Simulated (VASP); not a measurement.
Crystal: In.

```xyz
1
Lattice="-1.6255 1.6255 2.4737 1.6255 -1.6255 2.4737 1.6255 1.6255 -2.4737" Properties=species:S:1:pos:R:3 pbc="T T T"
In    0.0000    0.0000    0.0000
```

* Program: VASP 6.6.1
* Task: relaxation of cell and atoms
* Functional: r2SCAN
* Dispersion: rVV10
* Potentials or basis: VASP PAW PBE potentials, release 64 (In_d)
* Cutoff: 520 eV
* k mesh: 18 × 18 × 18
* Occupations: gaussian, width 0.1 eV
* Spin: no spin polarisation

At the start: pressure -0.7 GPa; volume 26.14 Å³/atom.

Question: Where does the relaxation end?

Answer: Over 10 steps the energy falls by 2.6 meV/atom and the volume is 25.71 Å³/atom (-1.7 %); space group I4/mmm (No. 139, to 0.05 Å).

The path:
```csv
step,energy change (eV),largest force (eV/Å),pressure (GPa),volume (Å³)
1,0.0000,0.0000,-0.70,26.14
2,-0.0013,0.0000,-0.01,25.71
3,-0.0014,0.0000,0.14,25.63
4,-0.0019,0.0000,0.18,25.60
5,-0.0023,0.0000,0.39,25.51
6,-0.0025,0.0000,0.29,25.55
7,-0.0026,0.0000,-0.13,25.78
8,-0.0026,0.0000,0.01,25.71
9,-0.0026,0.0000,-0.01,25.71
10,-0.0026,0.0000,-0.01,25.71
```

Final structure:
```xyz
1
Lattice="-1.6010 1.6010 2.5075 1.6010 -1.6010 2.5075 1.6010 1.6010 -2.5075" Properties=species:S:1:pos:R:3 pbc="T T T"
In    0.0000    0.0000    0.0000
```

Caveat: the PAW data sets were made with another functional, which shifts forces and pressure a little.
